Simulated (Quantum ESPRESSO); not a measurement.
# CuO (Pm-3m) in Quantum ESPRESSO: further runs, part 2 of 2

Quantum ESPRESSO 7.5. The steps go on from the part before.

## 4. Band structure, PBEsol

Input file pw.in:

```
&CONTROL
  calculation = 'scf'
  prefix = 'pwscf'
  outdir = './tmp'
  pseudo_dir = './pseudo'
  tprnfor = .true.
  tstress = .true.
  disk_io = 'low'
/
&SYSTEM
  ibrav = 0
  nat = 2
  ntyp = 2
  ecutwfc = 56
  ecutrho = 448
  nbnd = 19
  occupations = 'smearing'
  smearing = 'fd'
  degauss = 0.00367493
/
&ELECTRONS
  conv_thr = 4d-10
  electron_maxstep = 120
  mixing_beta = 0.5
/
ATOMIC_SPECIES
Cu    63.5460 cu_pbesol_v1.2.uspp.F.UPF
O     15.9990 o_pbesol_v1.2.uspp.F.UPF
CELL_PARAMETERS bohr
   4.8236215721    0.0000000000    0.0000000000
   0.0000000000    4.8236215721    0.0000000000
   0.0000000000    0.0000000000    4.8236215721
ATOMIC_POSITIONS bohr
Cu     0.0000000000    0.0000000000    0.0000000000
O      2.4118107861    2.4118107861    2.4118107861
K_POINTS automatic
10 10 10 0 0 0
```

Input file pp_density.in:

```
&INPUTPP
  prefix = 'pwscf'
  outdir = './tmp'
  filplot = 'density.dat'
  plot_num = 0
/
&PLOT
  nfile = 1
  filepp(1) = 'density.dat'
  iflag = 3
  output_format = 6
  fileout = 'density.cube'
/
```

Input file pp_potential.in:

```
&INPUTPP
  prefix = 'pwscf'
  outdir = './tmp'
  filplot = 'potential.dat'
  plot_num = 11
/
&PLOT
  nfile = 1
  filepp(1) = 'potential.dat'
  iflag = 3
  output_format = 6
  fileout = 'potential.cube'
/
```

Input file bands.in:

```
&CONTROL
  calculation = 'bands'
  prefix = 'pwscf'
  outdir = './tmp'
  pseudo_dir = './pseudo'
  disk_io = 'low'
  verbosity = 'high'
/
&SYSTEM
  ibrav = 0
  nat = 2
  ntyp = 2
  ecutwfc = 56
  ecutrho = 448
  nbnd = 19
  occupations = 'smearing'
  smearing = 'fd'
  degauss = 0.00367493
/
&ELECTRONS
  conv_thr = 1d-08
  electron_maxstep = 120
  mixing_beta = 0.5
  diago_full_acc = .true.
  startingwfc = 'random'
/
ATOMIC_SPECIES
Cu    63.5460 cu_pbesol_v1.2.uspp.F.UPF
O     15.9990 o_pbesol_v1.2.uspp.F.UPF
CELL_PARAMETERS bohr
   4.8236215721    0.0000000000    0.0000000000
   0.0000000000    4.8236215721    0.0000000000
   0.0000000000    0.0000000000    4.8236215721
ATOMIC_POSITIONS bohr
Cu     0.0000000000    0.0000000000    0.0000000000
O      2.4118107861    2.4118107861    2.4118107861
K_POINTS crystal
60
 0.0000000000  0.0000000000  0.0000000000 1
 0.0000000000  0.0714285714  0.0000000000 1
 0.0000000000  0.1428571429  0.0000000000 1
 0.0000000000  0.2142857143  0.0000000000 1
 0.0000000000  0.2857142857  0.0000000000 1
 0.0000000000  0.3571428571  0.0000000000 1
 0.0000000000  0.4285714286  0.0000000000 1
 0.0000000000  0.5000000000  0.0000000000 1
 0.0714285714  0.5000000000  0.0000000000 1
 0.1428571429  0.5000000000  0.0000000000 1
 0.2142857143  0.5000000000  0.0000000000 1
 0.2857142857  0.5000000000  0.0000000000 1
 0.3571428571  0.5000000000  0.0000000000 1
 0.4285714286  0.5000000000  0.0000000000 1
 0.5000000000  0.5000000000  0.0000000000 1
 0.4545454545  0.4545454545  0.0000000000 1
 0.4090909091  0.4090909091  0.0000000000 1
 0.3636363636  0.3636363636  0.0000000000 1
 0.3181818182  0.3181818182  0.0000000000 1
 0.2727272727  0.2727272727  0.0000000000 1
 0.2272727273  0.2272727273  0.0000000000 1
 0.1818181818  0.1818181818  0.0000000000 1
 0.1363636364  0.1363636364  0.0000000000 1
 0.0909090909  0.0909090909  0.0000000000 1
 0.0454545455  0.0454545455  0.0000000000 1
 0.0000000000  0.0000000000  0.0000000000 1
 0.0357142857  0.0357142857  0.0357142857 1
 0.0714285714  0.0714285714  0.0714285714 1
 0.1071428571  0.1071428571  0.1071428571 1
 0.1428571429  0.1428571429  0.1428571429 1
 0.1785714286  0.1785714286  0.1785714286 1
 0.2142857143  0.2142857143  0.2142857143 1
 0.2500000000  0.2500000000  0.2500000000 1
 0.2857142857  0.2857142857  0.2857142857 1
 0.3214285714  0.3214285714  0.3214285714 1
 0.3571428571  0.3571428571  0.3571428571 1
 0.3928571429  0.3928571429  0.3928571429 1
 0.4285714286  0.4285714286  0.4285714286 1
 0.4642857143  0.4642857143  0.4642857143 1
 0.5000000000  0.5000000000  0.5000000000 1
 0.4545454545  0.5000000000  0.4545454545 1
 0.4090909091  0.5000000000  0.4090909091 1
 0.3636363636  0.5000000000  0.3636363636 1
 0.3181818182  0.5000000000  0.3181818182 1
 0.2727272727  0.5000000000  0.2727272727 1
 0.2272727273  0.5000000000  0.2272727273 1
 0.1818181818  0.5000000000  0.1818181818 1
 0.1363636364  0.5000000000  0.1363636364 1
 0.0909090909  0.5000000000  0.0909090909 1
 0.0454545455  0.5000000000  0.0454545455 1
 0.0000000000  0.5000000000  0.0000000000 1
 0.5000000000  0.5000000000  0.0000000000 1
 0.5000000000  0.5000000000  0.0625000000 1
 0.5000000000  0.5000000000  0.1250000000 1
 0.5000000000  0.5000000000  0.1875000000 1
 0.5000000000  0.5000000000  0.2500000000 1
 0.5000000000  0.5000000000  0.3125000000 1
 0.5000000000  0.5000000000  0.3750000000 1
 0.5000000000  0.5000000000  0.4375000000 1
 0.5000000000  0.5000000000  0.5000000000 1
```

Potentials or basis: GBRV 1.5 PBEsol.

Launch:

```bash
$ OMP_NUM_THREADS=1 pw.x -in pw.in > pw.out
$ OMP_NUM_THREADS=1 pp.x -in pp_density.in > pp_density.out
$ OMP_NUM_THREADS=1 pp.x -in pp_potential.in > pp_potential.out
$ OMP_NUM_THREADS=1 pw.x -in bands.in > bands.out
```

Run time: 22 s. Hardware: 1 thread of Arm Neoverse V2, shared host; peak memory 0.12 GiB.

Results (log left out):

```yaml
Free_energy: -5926.5523 eV
Pressure: 10.3 GPa
Band_gap_on_the_k_mesh: none (metal or under the smearing width)
```

Levels at the corners of the path, in eV from the Fermi level:
```
point  band 10  band 11  band 12  band 13  band 14  band 15  band 16  band 17
    Γ    -2.16    -1.74    -1.74    -1.74     1.17    16.03    16.03    20.78
    X    -1.67    -1.21     0.47     0.47     6.80     8.59    17.54    18.25
    M    -2.28    -2.26    -1.23    -1.08     5.44    11.94    11.94    17.84
    Γ    -2.16    -1.74    -1.74    -1.74     1.17    16.03    16.03    20.78
    R    -1.20     0.38     0.38     0.38     6.88     6.88     6.88    14.20
    X    -1.67    -1.21     0.47     0.47     6.80     8.59    17.54    18.25
    M    -2.28    -2.26    -1.23    -1.08     5.44    11.94    11.94    17.84
    R    -1.20     0.38     0.38     0.38     6.88     6.88     6.88    14.20
```

Caveat: an odd number of electrons without spin polarisation forces a metal; a magnetic or distorted state may lie lower; the run has no spin polarisation, though such a crystal can be magnetic; semilocal functionals often make such compounds metallic where correlation or magnetic order opens a gap, which also shifts bond lengths. With open d or f shells a metallic result of PBEsol can be an artefact of self-interaction; +U or a hybrid may open a gap.

## 5. Summary

```csv
level,potentials or basis,k mesh,cutoff (eV),symmetry,SCF threshold,form of the LDA correlation,gap on the mesh (eV),pressure (GPa)
r2SCAN,SG15 PBE 1.2,8 × 8 × 8,1197,off,1e-08 Ry,-,none,12.0
LDA,GBRV 1.5 LDA,10 × 10 × 10,762,-,4e-10 Ry,PZ81,none,2.0
PBEsol,GBRV 1.5 PBEsol,10 × 10 × 10,762,-,4e-10 Ry,-,none,10.3
```

Alike in all rows: task band structure; no spin polarisation; cell as given; smearing fermi-dirac 0.05 eV.

Caveats: an odd number of electrons without spin polarisation forces a metal; a magnetic or distorted state may lie lower; the run has no spin polarisation, though such a crystal can be magnetic; semilocal functionals often make such compounds metallic where correlation or magnetic order opens a gap, which also shifts bond lengths; the potentials were made for another functional, which shifts forces and pressure (some runs).

Total energies depend on the potentials used, so only differences within one code and one set of settings carry meaning.
